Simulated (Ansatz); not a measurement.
Convergence of InSb with the occupation rule

Method: Ansatz, DFT PBE, scalar-relativistic, plane waves, PAW.

```xyz
4
Lattice="3.0633 -3.0814 0.0000 3.0633 3.0814 0.0000 0.0000 0.0000 6.1269" Properties=species:S:1:pos:R:3 pbc="T T T"
In    3.0633    1.3594    1.5317
In    3.0633   -1.3594    4.5952
Sb    3.0633   -1.7083    1.5317
Sb    3.0633    1.7083    4.5952
```

```json
{"plane-wave cutoff": "420 eV", "Γ-centred k-mesh": "10×10×8", "spin treatment": "unpolarised"}
```

The atoms stay fixed while the occupation rule is varied. ΔE is the energy extrapolated to zero smearing, less that of the reference run (10×10×8 Γ-centred mesh, Gaussian smearing 0.1 eV). The cell isn't necessarily relaxed at this level. Spin–orbit coupling is left out. Pressure is positive in compression.

```
      rule, width (eV)  ΔE (meV/atom)  ΔF, free energy (meV/atom) P (GPa) largest change of a force component (eV/Å)
          Gaussian 0.1           0.00                        0.00     0.09                                       0.000
         Gaussian 0.02           0.13                        1.83     0.09                                       0.008
      Fermi–Dirac 0.01              ?                           ?        ?                                           ?
       Fermi–Dirac 0.2          -2.80                       -39.3     0.34                                       0.020
Methfessel–Paxton 0.01           0.15                        1.94     0.09                                       0.006
 Methfessel–Paxton 0.1              ?                           ?        ?                                           ?
 Methfessel–Paxton 0.2          -0.04                        1.58     0.08                                       0.004
 Methfessel–Paxton 0.3          -0.22                        1.01     0.08                                       0.012
 Methfessel–Paxton 0.5              ?                           ?        ?                                           ?
             cold 0.01           0.15                        1.94     0.08                                       0.007
              cold 0.1          -0.06                        1.70     0.08                                       0.005
              cold 0.5          -1.82                        0.33     0.04                                       0.014
           tetrahedron              ?                           ?        ?                                           ?
```

(1) Fill in the withheld rows.

Answers

(1) The withheld rows:

```csv
"rule, width (eV)",ΔE (meV/atom),"ΔF, free energy (meV/atom)",P (GPa),largest change of a force component (eV/Å)
Fermi–Dirac 0.01,0.12,1.78,0.09,0.008
Methfessel–Paxton 0.1,0.06,1.80,0.09,0.007
Methfessel–Paxton 0.5,-1.31,-0.92,0.09,0.015
tetrahedron,-1.62,0.17,-0.01,0.009
```

This form isn't the usual stable structure of the compound.